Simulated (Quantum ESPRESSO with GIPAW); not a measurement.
# SiO2: NMR parameters from first principles

Aim: the magnetic shielding of every site in SiO2.

Program: Quantum ESPRESSO with GIPAW 8.0dev (patched build). Level of theory: DFT, PBEsol, plane-wave PAW (pslibrary 1.0.0 recipes), scalar-relativistic, GIPAW; a patched development version of the program. Results are calculated unless marked as measured.

### Step 1. The structure

The structure is tetragonal, space group I4_122 (No. 98). Conventional cell: a = 5.676 Å, b = 5.676 Å, c = 11.320 Å, α = 90.00°, β = 90.00°, γ = 90.00°. Nearest to Si lie 4 O at 1.62 to 1.64 Å. O has 2 Si at 1.62 Å nearest. O has 2 Si at 1.64 Å nearest. Farther neighbours and most contacts between anions are not listed.

The cell is a computed entry of the Materials Project; it need not be the form that is stable at ambient conditions.

This structure had its atoms relaxed beforehand (DFT, PBEsol, plane-wave PAW (pslibrary 1.0.0 recipes), Quantum ESPRESSO with GIPAW), starting from the database entry, since shieldings follow bond lengths closely.

### Step 2. Ground state

The shielding is a linear response of the occupied states, which this run provides. It is converged far beyond what an energy needs, since the response uses the wavefunctions themselves. No empty states are asked for: the response is solved without them. The mesh has a spacing of 0.32 Å⁻¹ at most. The PAW files were made with ld1.x from the pslibrary 1.0.0 recipes, with GIPAW reconstruction switched on.

The input, scf.in:

```
&control
  calculation = 'scf'
  prefix = 'x'
  outdir = './tmp/'
  pseudo_dir = './'
/
&system
  ibrav = 0
  nat = 12
  ntyp = 2
  ecutwfc = 55
  ecutrho = 330
  nbnd = 32
/
&electrons
  conv_thr = 1.0d-10
  mixing_beta = 0.7
  electron_maxstep = 100
/
ATOMIC_SPECIES
  Si 28.085 Si.pbesol-n-kjpaw_psl.1.0.0-gipaw.UPF
  O 15.999 O.pbesol-n-kjpaw_psl.1.0.0-gipaw.UPF
CELL_PARAMETERS angstrom
  -2.83789800 2.83789800 5.66021000
  2.83789800 -2.83789800 5.66021000
  2.83789800 2.83789800 -5.66021000
ATOMIC_POSITIONS crystal
  Si 0.87500000 0.26256617 0.88756617
  Si 0.01256617 0.62500000 0.88756617
  Si 0.73743383 0.12500000 0.11243383
  Si 0.37500000 0.98743383 0.11243383
  O 0.63365288 0.13365288 0.50000000
  O 0.47002964 0.97002964 0.94005928
  O 0.02997036 0.52997036 0.05994072
  O 0.11634712 0.11634712 -0.00000000
  O 0.88365288 0.88365288 0.00000000
  O 0.86634712 0.36634712 0.50000000
  O 0.27997036 0.72002964 -0.00000000
  O 0.72002964 0.27997036 0.00000000
K_POINTS automatic
  5 5 5 0 0 0
```

Run with:

```console
$ mpirun -np 4 pw.x -nk 4 -in scf.in > scf.out
```

The log of the run:

```text
using ibrav=0 with symmetry is DISCOURAGED, use correct ibrav instead

     bravais-lattice index     =            0
     lattice parameter (alat)  =      13.1122  a.u.
     unit-cell volume          =    1230.5031 (a.u.)^3
     number of atoms/cell      =           12
     number of atomic types    =            2
     number of electrons       =        64.00
     number of Kohn-Sham states=           32
     kinetic-energy cutoff     =      55.0000  Ry
     charge density cutoff     =     330.0000  Ry
     scf convergence threshold =      1.0E-10
     mixing beta               =       0.7000
     number of iterations used =            8  plain     mixing
     Exchange-correlation= SLA-PW-PSX-PSC
                           (   1   4  10   8   0   0   0)
[...]
Si                4.00    28.08500     Si( 1.00)
     O                 6.00    15.99900     O ( 1.00)

      8 Sym. Ops. (no inversion) found ( 4 have fractional translation)
[...]
number of k points=    18
[...]
Dense  grid:   124333 G-vectors     FFT dimensions: (  80,  80,  80)

     Smooth grid:    67751 G-vectors     FFT dimensions: (  64,  64,  64)

     Check: negative core charge=   -0.000003

     Initial potential from superposition of free atoms

     starting charge      63.9978, renormalised to      64.0000
     Starting wfcs are   48 randomized atomic wfcs

     Self-consistent Calculation

     iteration #  1     ecut=    55.00 Ry     beta= 0.70
     Davidson diagonalization with overlap
     ethr =  1.00E-02,  avg # of iterations =  2.0

     total energy              =    -510.31247988 Ry
     estimated scf accuracy    <       3.85454623 Ry

     iteration #  2     ecut=    55.00 Ry     beta= 0.70
     Davidson diagonalization with overlap
     ethr =  6.02E-03,  avg # of iterations =  6.6

     total energy              =    -512.74453445 Ry
     estimated scf accuracy    <       1.34245498 Ry

     iteration #  3     ecut=    55.00 Ry     beta= 0.70
     Davidson diagonalization with overlap
     ethr =  2.10E-03,  avg # of iterations =  3.1

     total energy              =    -512.69889224 Ry
     estimated scf accuracy    <       0.42501117 Ry

[...]
total energy              =    -513.06715768 Ry
[...]
iteration # 34     ecut=    55.00 Ry     beta= 0.70
     Davidson diagonalization with overlap
     ethr =  1.05E-12,  avg # of iterations =  1.9

     total energy              =    -513.06715768 Ry
     estimated scf accuracy    <          5.4E-10 Ry

     iteration # 35     ecut=    55.00 Ry     beta= 0.70
     Davidson diagonalization with overlap
     ethr =  8.50E-13,  avg # of iterations =  4.7

     End of self-consistent calculation
     [one-electron energies left out]

!    total energy              =    -513.06715768 Ry
     total all-electron energy =     -3517.494134 Ry
     estimated scf accuracy    <          9.6E-12 Ry

     The total energy is the sum of the following terms:
     one-electron contribution =    -202.44426034 Ry
     hartree contribution      =     133.57340172 Ry
     xc contribution           =     -84.67920667 Ry
     ewald contribution        =    -147.95963080 Ry
     one-center paw contrib.   =    -211.55746159 Ry

     convergence has been achieved in  35 iterations
[...]
JOB DONE.
```

Elapsed: 3.5 min, on 4 MPI ranks of Arm Neoverse V1, shared host; peak memory 1.1 GiB; 14 min of CPU time.

It converged in 35 cycles to an estimated accuracy of 1e-11 Ry, on 18 irreducible k-points.

### Step 3. Shieldings

The job finds the current that a weak uniform field induces (applied as a long wave, q_gipaw) and the field that this current makes at each nucleus. On atoms with p or d valence electrons much of the paramagnetic part arises close to the nucleus, where the PAW partial waves rebuild the true states. pawproj makes the reconstruction use the PAW data sets' own projectors.

The input, nmr.in:

```
&inputgipaw
  job = 'nmr'
  prefix = 'x'
  tmp_dir = './tmp/'
  restart_mode = 'from_scratch'
  verbosity = 'low'
  q_gipaw = 0.01
  spline_ps = .true.
  conv_threshold = 1.0d-11
  use_nmr_macroscopic_shape = .false.
  pawproj(1) = .true.
  pawproj(2) = .true.
/
```

Run with:

```console
$ mpirun -np 4 gipaw.x -in nmr.in > nmr.out
```

The log of the run:

```text
[banner, memory and clock lines left out]
[a note of our patched build left out]

     Parallelizing q-star over 1 images

     IMPORTANT: XC functional enforced from input :
     Exchange-correlation= PBESOL
                           (   1   4  10   8   0   0   0)
     Any further DFT definition will be discarded
     Please, verify this is what you really want

     Check: negative core charge=   -0.000003
[...]
alpha_pv=     39.2308 eV

     spline_ps is .false., expect some extrapolation errors

     q-space interpolation up to    66.00 Rydberg

     GIPAW job: nmr
     NMR macroscopic correction: no
[...]
Computing the magnetic susceptibility     isolve=0    ethr=  0.1000E-10
     Starting from scratch
     k-point #    1 of    18      pool #  1    cpu time:       1.3
[...]
End of magnetic susceptibility calculation

     f-sum rule (1st term):
           -60.2859         -0.0000          0.0000
             0.0000        -60.2859          0.0000
            -0.0000          0.0000        -60.3026

     f-sum rule (2nd term):
            -1.3868         -0.0000         -0.0000
            -0.0000         -1.3868          0.0000
            -0.0000         -0.0000         -1.3700

     f-sum rule (should be   -61.6694):
           -61.6727         -0.0000          0.0000
             0.0000        -61.6727          0.0000
            -0.0000          0.0000        -61.6726

[... susceptibilities left out ...]
     Contributions to the NMR chemical shifts: -------------------------------

     Macroscopic shape contribution in ppm:                    0.00
             0.0000          0.0000          0.0000
             0.0000          0.0000          0.0000
             0.0000          0.0000          0.0000

     Core contribution in ppm:

     Atom  1  Si  pos: (  0.112528  0.613495  0.203937)  core sigma:         836.91
     Atom  2  Si  pos: (  0.613495  0.112528 -0.203937)  core sigma:         836.91
     Atom  3  Si  pos: ( -0.204498  0.296468  0.611810)  core sigma:         836.91
     Atom  4  Si  pos: (  0.296468 -0.204498  1.019684)  core sigma:         836.91
     Atom  5  O   pos: (  0.000000  0.408997  0.218054)  core sigma:         270.50
     Atom  6  O   pos: (  0.588979  0.179983  0.407874)  core sigma:         270.50
     Atom  7  O   pos: (  0.229014 -0.179983  0.407874)  core sigma:         270.50
     Atom  8  O   pos: (  0.000000 -0.000000  0.189820)  core sigma:         270.50
     Atom  9  O   pos: ( -0.000000  0.000000  1.441675)  core sigma:         270.50
     Atom 10  O   pos: (  0.000000  0.408997  0.597693)  core sigma:         270.50
     Atom 11  O   pos: (  0.179983 -0.179983  0.815747)  core sigma:         270.50
     Atom 12  O   pos: ( -0.179983  0.179983  0.815747)  core sigma:         270.50

     Bare contribution in ppm:

     Atom  1  Si  pos: (  0.112528  0.613495  0.203937)  bare sigma:         -25.87
[...]
Atom  2  Si  pos: (  0.613495  0.112528 -0.203937)  bare sigma:         -25.87
[...]
Atom  3  Si  pos: ( -0.204498  0.296468  0.611810)  bare sigma:         -25.87
[...]
Atom  4  Si  pos: (  0.296468 -0.204498  1.019684)  bare sigma:         -25.87
[...]
Atom  5  O   pos: (  0.000000  0.408997  0.218054)  bare sigma:          55.56
[...]
Atom  6  O   pos: (  0.588979  0.179983  0.407874)  bare sigma:          55.77
[...]
Atom  7  O   pos: (  0.229014 -0.179983  0.407874)  bare sigma:          55.77
[...]
Atom  8  O   pos: (  0.000000 -0.000000  0.189820)  bare sigma:          55.56
[...]
Atom  9  O   pos: ( -0.000000  0.000000  1.441675)  bare sigma:          55.56
[...]
Atom 10  O   pos: (  0.000000  0.408997  0.597693)  bare sigma:          55.56
[...]
Atom 11  O   pos: (  0.179983 -0.179983  0.815747)  bare sigma:          55.77
[...]
Atom 12  O   pos: ( -0.179983  0.179983  0.815747)  bare sigma:          55.77
[...]
Diamagnetic contribution in ppm:

     Atom  1  Si  pos: (  0.112528  0.613495  0.203937)  dia sigma:           1.82
[...]
Atom  2  Si  pos: (  0.613495  0.112528 -0.203937)  dia sigma:           1.82
[...]
Atom  3  Si  pos: ( -0.204498  0.296468  0.611810)  dia sigma:           1.82
[...]
Atom  4  Si  pos: (  0.296468 -0.204498  1.019684)  dia sigma:           1.82
[...]
Atom  5  O   pos: (  0.000000  0.408997  0.218054)  dia sigma:          18.67
[...]
Atom  6  O   pos: (  0.588979  0.179983  0.407874)  dia sigma:          18.27
[...]
Atom  7  O   pos: (  0.229014 -0.179983  0.407874)  dia sigma:          18.27
[...]
Atom  8  O   pos: (  0.000000 -0.000000  0.189820)  dia sigma:          18.67
[...]
Atom  9  O   pos: ( -0.000000  0.000000  1.441675)  dia sigma:          18.67
[...]
Atom 10  O   pos: (  0.000000  0.408997  0.597693)  dia sigma:          18.67
[...]
Atom 11  O   pos: (  0.179983 -0.179983  0.815747)  dia sigma:          18.27
[...]
Atom 12  O   pos: ( -0.179983  0.179983  0.815747)  dia sigma:          18.27
[...]
Paramagnetic contribution in ppm:

     Atom  1  Si  pos: (  0.112528  0.613495  0.203937)  para sigma:        -378.32
[...]
Atom  2  Si  pos: (  0.613495  0.112528 -0.203937)  para sigma:        -378.32
[...]
Atom  3  Si  pos: ( -0.204498  0.296468  0.611810)  para sigma:        -378.32
[...]
Atom  4  Si  pos: (  0.296468 -0.204498  1.019684)  para sigma:        -378.32
[...]
Atom  5  O   pos: (  0.000000  0.408997  0.218054)  para sigma:          55.49
[...]
Atom  6  O   pos: (  0.588979  0.179983  0.407874)  para sigma:          55.16
[...]
Atom  7  O   pos: (  0.229014 -0.179983  0.407874)  para sigma:          55.16
[...]
Atom  8  O   pos: (  0.000000 -0.000000  0.189820)  para sigma:          55.49
[...]
Atom  9  O   pos: ( -0.000000  0.000000  1.441675)  para sigma:          55.49
[...]
Atom 10  O   pos: (  0.000000  0.408997  0.597693)  para sigma:          55.49
[...]
Atom 11  O   pos: (  0.179983 -0.179983  0.815747)  para sigma:          55.16
[...]
Atom 12  O   pos: ( -0.179983  0.179983  0.815747)  para sigma:          55.16
[...]
Paramagnetic US occ-occ contribution in ppm:

     Atom  1  Si  pos: (  0.112528  0.613495  0.203937)  para_oo sigma:          -3.53
[...]
Atom  2  Si  pos: (  0.613495  0.112528 -0.203937)  para_oo sigma:          -3.53
[...]
Atom  3  Si  pos: ( -0.204498  0.296468  0.611810)  para_oo sigma:          -3.53
[...]
Atom  4  Si  pos: (  0.296468 -0.204498  1.019684)  para_oo sigma:          -3.53
[...]
Atom  5  O   pos: (  0.000000  0.408997  0.218054)  para_oo sigma:          -2.18
[...]
Atom  6  O   pos: (  0.588979  0.179983  0.407874)  para_oo sigma:          -2.23
[...]
Atom  7  O   pos: (  0.229014 -0.179983  0.407874)  para_oo sigma:          -2.23
[...]
Atom  8  O   pos: (  0.000000 -0.000000  0.189820)  para_oo sigma:          -2.18
[...]
Atom  9  O   pos: ( -0.000000  0.000000  1.441675)  para_oo sigma:          -2.18
[...]
Atom 10  O   pos: (  0.000000  0.408997  0.597693)  para_oo sigma:          -2.18
[...]
Atom 11  O   pos: (  0.179983 -0.179983  0.815747)  para_oo sigma:          -2.23
[...]
Atom 12  O   pos: ( -0.179983  0.179983  0.815747)  para_oo sigma:          -2.23
[...]
Paramagnetic US L_R Q_R contribution in ppm:

     Atom  1  Si  pos: (  0.112528  0.613495  0.203937)  para_lq sigma:           1.94
[...]
Atom  2  Si  pos: (  0.613495  0.112528 -0.203937)  para_lq sigma:           1.94
[...]
Atom  3  Si  pos: ( -0.204498  0.296468  0.611810)  para_lq sigma:           1.94
[...]
Atom  4  Si  pos: (  0.296468 -0.204498  1.019684)  para_lq sigma:           1.94
[...]
Atom  5  O   pos: (  0.000000  0.408997  0.218054)  para_lq sigma:        -204.96
[...]
Atom  6  O   pos: (  0.588979  0.179983  0.407874)  para_lq sigma:        -204.48
[...]
Atom  7  O   pos: (  0.229014 -0.179983  0.407874)  para_lq sigma:        -204.48
[...]
Atom  8  O   pos: (  0.000000 -0.000000  0.189820)  para_lq sigma:        -204.96
[...]
Atom  9  O   pos: ( -0.000000  0.000000  1.441675)  para_lq sigma:        -204.96
[...]
Atom 10  O   pos: (  0.000000  0.408997  0.597693)  para_lq sigma:        -204.96
[...]
Atom 11  O   pos: (  0.179983 -0.179983  0.815747)  para_lq sigma:        -204.48
[...]
Atom 12  O   pos: ( -0.179983  0.179983  0.815747)  para_lq sigma:        -204.48
[...]
Total NMR chemical shifts in ppm: ---------------------------------------
     (adopting the Simpson convention for anisotropy and asymmetry)-----------

     Atom  1  Si  pos: (  0.112528  0.613495  0.203937)  Total sigma:         432.94
           433.8731         -0.0000          0.0000
            -0.0000        419.4871         -2.2277
             0.0000         15.0318        445.4730

     Si      1    anisotropy:    -22.42    eta:    0.8758
[...]
Atom  2  Si  pos: (  0.613495  0.112528 -0.203937)  Total sigma:         432.94
[... its tensor is left out ...]
     Atom  3  Si  pos: ( -0.204498  0.296468  0.611810)  Total sigma:         432.94
[... its tensor is left out ...]
     Atom  4  Si  pos: (  0.296468 -0.204498  1.019684)  Total sigma:         432.94
[... its tensor is left out ...]
     Atom  5  O   pos: (  0.000000  0.408997  0.218054)  Total sigma:         193.08
           194.3536         44.5395          0.0000
            34.3211        211.5159          0.0000
             0.0000          0.0000        173.3768

     O       5    anisotropy:     75.31    eta:    0.2150
[...]
Atom  6  O   pos: (  0.588979  0.179983  0.407874)  Total sigma:         193.00
           182.9700        -12.9299        -29.8774
           -12.9299        182.9700         29.8774
           -21.0371         21.0371        213.0672

     O       6    anisotropy:     72.74    eta:    0.0530
[...]
Atom  7  O   pos: (  0.229014 -0.179983  0.407874)  Total sigma:         193.00
[... its tensor is left out ...]
     Atom  8  O   pos: (  0.000000 -0.000000  0.189820)  Total sigma:         193.08
[... its tensor is left out ...]
     Atom  9  O   pos: ( -0.000000  0.000000  1.441675)  Total sigma:         193.08
[... its tensor is left out ...]
     Atom 10  O   pos: (  0.000000  0.408997  0.597693)  Total sigma:         193.08
[... its tensor is left out ...]
     Atom 11  O   pos: (  0.179983 -0.179983  0.815747)  Total sigma:         193.00
[... its tensor is left out ...]
     Atom 12  O   pos: ( -0.179983  0.179983  0.815747)  Total sigma:         193.00
[... its tensor is left out ...]
```

Elapsed: 18 min, on 4 MPI ranks; peak memory 0.66 GiB; 70 min of CPU time.

The f-sum rule is met to 0.0033 of 61.7 (0.005 %). Converged shieldings require that this miss be small, but a small miss does not prove them.

From the symmetric part of each tensor, with principal values σ11 ≤ σ22 ≤ σ33: σ_iso is their mean, the span is σ33 − σ11 and the skew 3(σ_iso − σ22)/span. (gipaw.x prints an anisotropy in another convention.)

```tsv
site	atom no.	atoms in cell	σ_iso (ppm)	span (ppm)	skew
Si	1	4	432.9	29.0	-0.10
O(1)	5	4	193.1	80.7	0.73
O(2)	6	4	193.0	74.0	0.93
```

The macroscopic shape term is switched off. For a spherical sample the valence susceptibility of this run would add about 7 ppm to every site, a rough estimate, since the susceptibility converges slowly and lacks part of the PAW terms. Differences within the crystal don't depend on it, but shieldings of different compounds can't be compared to better than a few ppm without it.

In this run the largest span is that of O(1) (site symmetry 2), with principal values 162.6, 173.4 and 243.3 ppm.

17O also has a quadrupolar coupling here. It is not given: on PAW files the efg job of this gipaw.x leaves out the augmentation charge of neighbouring atoms and can miss by tens of per cent.

### Step 4. Sites, surroundings and shifts

Covalently bonded atoms count as neighbours within 1.18 times the sum of their radii. Otherwise a cation's neighbours lie within 1.2 times its shortest bond (1.3 for large cations, each anion's radius taken off where they differ), and an anion's are the cations that count it.

```tsv
site	atom no.	atoms in cell	surroundings	bonds (Å)	σ_iso (ppm)
Si	1	4	SiO4, Q4	1.62 to 1.64	432.9
O(1)	5	4	bridging Si-O-Si, 173°	1.623	193.1
O(2)	6	4	bridging Si-O-Si, 130°	1.638	193.0
```

The 2 O sites spread over 0.1 ppm in shielding, from O(2) (least shielded) to O(1).

Simulated spectrum: 29Si static powder, 7.05 T (59.7 MHz), lines broadened by 0.8 ppm; the axis counts ppm from the isotropic position of Si, as −Δσ; rigid lattice, with dipolar and J couplings left out.

offset (ppm), intensity and a bar:
```
     19.3       0.00 
     18.1       0.00 
     17.0       0.00 
     15.8       0.01 
     14.7       0.25 #######
     13.5       0.34 ##########
     12.4       0.36 ###########
     11.3       0.37 ###########
     10.1       0.38 ############
      9.0       0.40 ############
      7.9       0.42 #############
      6.7       0.44 #############
      5.5       0.46 ##############
      4.4       0.49 ###############
      3.3       0.53 ################
      2.1       0.58 #################
      1.0       0.66 ####################
     -0.1       0.80 ########################
     -0.9       1.00 ##############################
     -1.3       0.93 ############################
     -2.5       0.70 #####################
     -3.5       0.61 ##################
     -4.7       0.55 #################
     -5.9       0.51 ###############
     -7.0       0.48 ##############
     -8.1       0.45 ##############
     -9.3       0.43 #############
    -10.5       0.41 ############
    -11.5       0.40 ############
    -12.7       0.38 ###########
    -13.9       0.24 #######
    -15.0       0.01 
    -16.1       0.00 
    -17.3       0.00 
    -18.4       0.00
```

Most prominent maxima (ppm: height): -0.9: 1.00.

### Step 5. Other settings and structures

Each row names what was changed: the structure as given shows what the relaxation did; another cutoff tests the basis.

Changes of σ_iso (ppm) against the run above (PBEsol, cutoffs 55 and 330 Ry, mesh 5×5×5, 84 min). Times are CPU times of pw.x and gipaw.x together, on 4 MPI ranks of Arm Neoverse V1, shared host; on a shared host they are rough.

```tsv
run	CPU time	f-sum miss	Si	O(1)	O(2)
structure as given	84 min	0.0033	-0.6	-1.1	-1.3
cutoffs 45 and 330 Ry	80 min	0.014	+0.1	-0.4	-0.4
```

The largest move is -1.3 ppm, on O(2), from structure as given.

### Step 6. Summary of results

- 29Si shielding without shape term: 432.9 ppm
- 17O shielding without shape term: 193.0, 193.1 ppm

What this shows: 29Si has one site (SiO4, Q4), with isotropic shielding 432.9 ppm (shape term left out). A shift needs a reference, δ = σ_ref − σ, fixed on measured compounds; for 29Si of this kind at this level too few were at hand, or they scattered too widely about a line, so none is given. A finer mesh and a higher cutoff were not carried through on these files. This build of gipaw.x prints that it is not audited and that its numbers are no references by themselves. It also reports spline_ps as false although the input sets it; why was not traced.

[Banner, clock, file and message-heading lines were taken out of the pw.x and gipaw.x logs.]

[Logs are printed without paths, hosts, clocks, repeated set-up lines and the standing remarks that a program may print on its own settings, such as how far it seeks lower states.]

[Hosts, paths, dates, database ids (printed as entryN), source tags and the programs' standing remarks are cut or masked in the printed files.]

[Where no reference line passes its bar on scatter, no shift is given, so a measured shift of this compound may stand uncompared.]
